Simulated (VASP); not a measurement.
# RbCl (Fm-3m) in VASP: notebook

One crystal, RbCl, is run at these levels: PBEsol, PBE; tasks: equation of state.

Everything below comes from runs of VASP 6.6.1. Logs are shortened: lines on timing, memory, paths and dates and some standing lists are left out, and cuts for length are marked.

### 1 The structure

The structure is cubic, space group Fm-3m (No. 225). Conventional cell: a = 6.548 Å, b = 6.548 Å, c = 6.548 Å, α = 90.00°, β = 90.00°, γ = 90.00°. Rb (site symmetry m-3m) is surrounded by 6 Cl at 3.27 Å. Cl (site symmetry m-3m) is surrounded by 6 Rb at 3.27 Å.

### 2 Equation of state, PBEsol, 32.99 Å³/atom (volume scaled by 0.94)

INCAR

```
PREC = Accurate ; ENCUT = 520
EDIFF = 1E-7 ; ISMEAR = -1
SIGMA = 0.05 ; LREAL = False
LASPH = True ; NELM = 80
ALGO = Normal ; ISIF = 2
LWAVE = False ; LCHARG = False
GGA = PS ; NBANDS = 15
```

KPOINTS

```
Automatic mesh
0
Gamma
  7 7 7
```

POSCAR

```
RbCl
1.0
    0.0000000000      3.2071649199      3.2071649199
    3.2071649199      0.0000000000      3.2071649199
    3.2071649199      3.2071649199      0.0000000000
Rb Cl
1 1
Direct
    0.0000000000      0.0000000000      0.0000000000
    0.5000000000      0.5000000000      0.5000000000
```

Potentials or basis: VASP PAW PBE potentials, release 64 (Rb_sv, Cl).

The run is started by

```bash
$ cat potpaw_PBE.64/Rb_sv/POTCAR potpaw_PBE.64/Cl/POTCAR > POTCAR
$ mpirun -np 1 vasp_std > vasp.out
```

OUTCAR:

```text
PREC = Accurate
   ENCUT = 520
   EDIFF = 1E-7
   ISMEAR = -1
   LREAL = False
   LASPH = True
   NELM = 80
   ISIF = 2
   GGA = PS

 Found     20 irreducible k-points:

 Following reciprocal coordinates:
            Coordinates               Weight
  0.000000  0.000000  0.000000      1.000000
  0.142857  0.000000  0.000000      8.000000
  0.285714  0.000000  0.000000      8.000000
  0.428571  0.000000  0.000000      8.000000
  0.142857  0.142857  0.000000      6.000000
  0.285714  0.142857  0.000000     24.000000
   k-points           NKPTS =     20   k-points in BZ     NKDIM =     20   number of bands    NBANDS=     15
   number of dos      NEDOS =    301   number of ions     NIONS =      2
   total plane-waves  NPLWV =  46656
   dimension x,y,z NGX =    36 NGY =   36 NGZ =   36
   dimension x,y,z NGXF=    72 NGYF=   72 NGZF=   72
   ions per type =               1   1
   NGX,Y,Z   is equivalent  to a cutoff of  13.20, 13.20, 13.20 a.u.
   NGXF,Y,Z  is equivalent  to a cutoff of  26.39, 26.39, 26.39 a.u.
 SYSTEM =  unknown system
   PREC   = accura    normal or accurate (medium, high low for compatibility)
   ISTART =      0    job   : 0-new  1-cont  2-samecut
   ICHARG =      2    charge: 1-file 2-atom 10-const
   ISPIN  =      1    spin polarized calculation?
   LNONCOLLINEAR =      F non collinear calculations
   LSORBIT =      F    spin-orbit coupling
   LASPH  =      T    aspherical Exc in radial PAW
   ENCUT  =  520.0 eV  38.22 Ry    6.18 a.u.   8.43  8.43  8.43*2*pi/ulx,y,z
   NELM   =     80;   NELMIN=  2; NELMDL= -5     # of ELM steps
   EDIFF  = 0.1E-06   stopping-criterion for ELM
   LREAL  =      F    real-space projection
   EDIFFG = 0.1E-05   stopping-criterion for IOM
   NSW    =      0    number of steps for IOM
   IBRION =     -1    ionic relax: 0-MD 1-quasi-New 2-CG
   NFREE  =      0    steps in history (QN), initial steepest desc. (CG)
   ISIF   =      2    stress and relaxation
   ISYM   =      2    0-nonsym 1-usesym 2-fastsym
   POTIM  = 0.5000    time-step for ionic-motion
   TEBEG  =    0.0;   TEEND  =   0.0 temperature during run
   PSTRESS=    0.0 pullay stress
   NELECT =      16.0000    total number of electrons
   NUPDOWN=      -1.0000    fix difference up-down
   EMIN   =  10.00;   EMAX   =-10.00  energy-range for DOS
   EFERMI =   0.00;   METHOD = LEGACY
   ISMEAR =    -1;   SIGMA  =   0.05  broadening in eV -4-tet -1-fermi 0-gaus
   EFERMI_NEDOS =   21; number of points for ismear=-14 and -15
   IALGO  =     38    algorithm
   IMIX   =      4    mixing-type and parameters
     AMIX     =   0.40;   BMIX     =  1.00
     AMIX_MAG =   1.60;   BMIX_MAG =  1.00
  volume/ion in A,a.u.               =      32.99       222.62
  Fermi-wavevector in a.u.,A,eV,Ry     =   1.020901  1.929223 14.180514  1.042238
  Thomas-Fermi vector in A             =   2.154496
   LORBIT       =      0    0 simple, 1 ext, 2 COOP (PROOUT), +10 PAW based schemes
   GGA     = PS    functional components
   LHFCALC =     F    Hartree Fock is set to
   AEXX    =    0.0000 exact exchange contribution
   IVDW    =     0    specifies the selected vdW correction
   LEPSILON=     F    determine dielectric tensor
   LRPA    =     F    only Hartree local field effects (RPA)
 non-spin polarized calculation
  energy-cutoff  :      520.00
  volume of cell :       65.98
 maximum number of plane-waves:      1807
 NGX is ok and might be reduce to    36
   NGX = 17   NGY = 17   NGZ = 17

 number of electron      15.9999998 magnetization

 Free energy of the ion-electron system (eV)
  ---------------------------------------------------
  ext. energy  EPLUGINS =         0.00000000
  ---------------------------------------------------
  free energy    TOTEN  =        -6.87935457 eV

  energy without entropy =       -6.87935457  energy(sigma->0) =       -6.87935457

 E-fermi :  -0.4537     XC(G=0):  -7.8594

 val. band max:       -1.6481238282   @ k =   0.0000   0.0000   0.0000
 cond. band min:       3.4277099245   @ k =   0.0000   0.0000   0.0000
 fundamental gap:      5.0758337527
 Fermi energy:        -0.4537445626

 k-point     1 :       0.0000    0.0000    0.0000
  band No.  band energies     occupation
      1     -25.3509      2.00000
      2     -13.6930      2.00000
      3      -9.4106      2.00000
      4      -9.4106      2.00000
      5      -9.4106      2.00000
      6      -1.6481      2.00000
      7      -1.6481      2.00000
      8      -1.6481      2.00000
      9       3.4277      0.00000
     10       6.2825      0.00000
     11       6.2825      0.00000
     12       6.2825      0.00000
     13       7.3217      0.00000
     14       7.3217      0.00000
     15      10.4732      0.00000

 k-point     2 :       0.1429    0.0000    0.0000
  band No.  band energies     occupation
      1     -25.3463      2.00000
      2     -13.7111      2.00000
      3      -9.4133      2.00000
      4      -9.4133      2.00000
      5      -9.4009      2.00000
      6      -1.8830      2.00000
      7      -1.7340      2.00000
      8      -1.7340      2.00000
      9       3.9403      0.00000
     10       6.1367      0.00000
     11       6.5598      0.00000
     12       6.5598      0.00000
     13       7.6683      0.00000
     14       7.6683      0.00000
     15      11.3483      0.00000

 k-point     3 :       0.2857    0.0000    0.0000
  band No.  band energies     occupation
      1     -25.3359      2.00000
      2     -13.7514      2.00000
      3      -9.4190      2.00000
      4      -9.4190      2.00000
      5      -9.3795      2.00000
      6      -2.3246      2.00000
      7      -1.9163      2.00000
      8      -1.9163      2.00000
      9       5.1062      0.00000
     10       6.1005      0.00000
     11       7.3509      0.00000
     12       7.3509      0.00000
     13       8.5853      0.00000
     14       8.5853      0.00000
     15      12.1208      0.00000

 k-point     4 :       0.4286    0.0000    0.0000
  band No.  band energies     occupation
      1     -25.3276      2.00000
      2     -13.7833      2.00000
      3      -9.4235      2.00000
      4      -9.4235      2.00000
      5      -9.3627      2.00000
      6      -2.6240      2.00000
      7      -2.0533      2.00000
      8      -2.0533      2.00000
      9       6.0644      0.00000
     10       6.3967      0.00000
     11       8.4316      0.00000
     12       8.4316      0.00000
     13       9.6485      0.00000
     14       9.6485      0.00000
     15      11.0456      0.00000

 k-point     5 :       0.1429    0.1429    0.0000
  band No.  band energies     occupation
      1     -25.3448      2.00000
      2     -13.7108      2.00000
      3      -9.4366      2.00000
      4      -9.4366      2.00000
      5      -9.3761      2.00000
      6      -2.0263      2.00000
      7      -1.6810      2.00000
      8      -1.6810      2.00000
      9       4.0319      0.00000
     10       5.7248      0.00000
     11       6.8606      0.00000
     12       6.8606      0.00000
     13       7.5034      0.00000
     14       8.0253      0.00000
     15      11.5795      0.00000

 k-point     6 :       0.2857    0.1429    0.0000
  band No.  band energies     occupation
      1     -25.3365      2.00000
      2     -13.7296      2.00000
      3      -9.4555      2.00000
      4      -9.4509      2.00000
      5      -9.3886      2.00000
      6      -2.2766      2.00000
      7      -1.8241      2.00000
      8      -1.7787      2.00000
      9       4.8739      0.00000
     10       5.5228      0.00000
     11       7.5040      0.00000
     12       7.6535      0.00000
     13       8.0009      0.00000
     14       8.7903      0.00000
     15      12.2853      0.00000

 [... further k-points ...]

------------------------ aborting loop because EDIFF is reached ----------------------------------------

  FORCE on cell =-STRESS in cart. coord.  units (eV):
  Direction    XX          YY          ZZ          XY          YZ          ZX
  --------------------------------------------------------------------------------------
  -------------------------------------------------------------------------------------
  Total        0.4882472      0.4882472      0.4882472      0.0000000      0.0000000     -0.0000000
  in kB       11.8565000     11.8565000     11.8565000      0.0000000      0.0000000     -0.0000000
  external PRESSURE =      11.8565000 kB  Pullay stress =       0.0000000 kB

 VOLUME and BASIS-vectors are now :
 -----------------------------------------------------------------------------
  energy-cutoff  :      520.00
  volume of cell :       65.98
      direct lattice vectors                 reciprocal lattice vectors
     0.000000000  3.207164920  3.207164920    -0.155900932  0.155900932  0.155900932
     3.207164920  0.000000000  3.207164920     0.155900932 -0.155900932  0.155900932
     3.207164920  3.207164920  0.000000000     0.155900932  0.155900932 -0.155900932

 POSITION                                       TOTAL-FORCE (eV/Angst)
 -----------------------------------------------------------------------------------
      0.00000      0.00000      0.00000         0.000000      0.000000      0.000000
      3.20716      3.20716      3.20716        -0.000000     -0.000000     -0.000000
 -----------------------------------------------------------------------------------
    total drift:                                0.000000      0.000000      0.000000

  FREE ENERGIE OF THE ION-ELECTRON SYSTEM (eV)
  ---------------------------------------------------
  free  energy   TOTEN  =        -6.8793545713 eV

  energy  without entropy=       -6.8793545713  energy(sigma->0) =       -6.87935457
```

Run time: 32 s. Hardware: 1 thread of Intel Xeon Platinum 8375C at 2.90GHz (Ice Lake), shared host; peak memory 0.2 GiB.

What came out:

| Property | Result |
| --- | --- |
| Free energy | -6.8794 eV |
| Pressure | 1.2 GPa |
| Band gap on the k mesh | 5.08 eV, direct |

Caveat: the PAW data sets were made with another functional, which shifts forces and pressure a little.

### 3 Equation of state, PBEsol, 33.69 Å³/atom (volume scaled by 0.96)

INCAR is that of step 2.

KPOINTS is that of step 2.

POSCAR

```
RbCl
1.0
    0.0000000000      3.2297513325      3.2297513325
    3.2297513325      0.0000000000      3.2297513325
    3.2297513325      3.2297513325      0.0000000000
Rb Cl
1 1
Direct
    0.0000000000      0.0000000000      0.0000000000
    0.5000000000      0.5000000000      0.5000000000
```

Potentials or basis: VASP PAW PBE potentials, release 64 (Rb_sv, Cl).

The run is started by

```bash
$ cat potpaw_PBE.64/Rb_sv/POTCAR potpaw_PBE.64/Cl/POTCAR > POTCAR
$ mpirun -np 1 vasp_std > vasp.out
```

Wall time 33 s (1 thread of Intel Xeon Platinum 8375C at 2.90GHz (Ice Lake), shared host); peak memory 0.2 GiB.

Results (log left out):

```yaml
Free_energy: -6.8880 eV
Pressure: 0.7 GPa
Band_gap_on_the_k_mesh: 5.01 eV, direct
```

Caveat: the PAW data sets were made with another functional, which shifts forces and pressure a little.

[end of part 1 of 2]
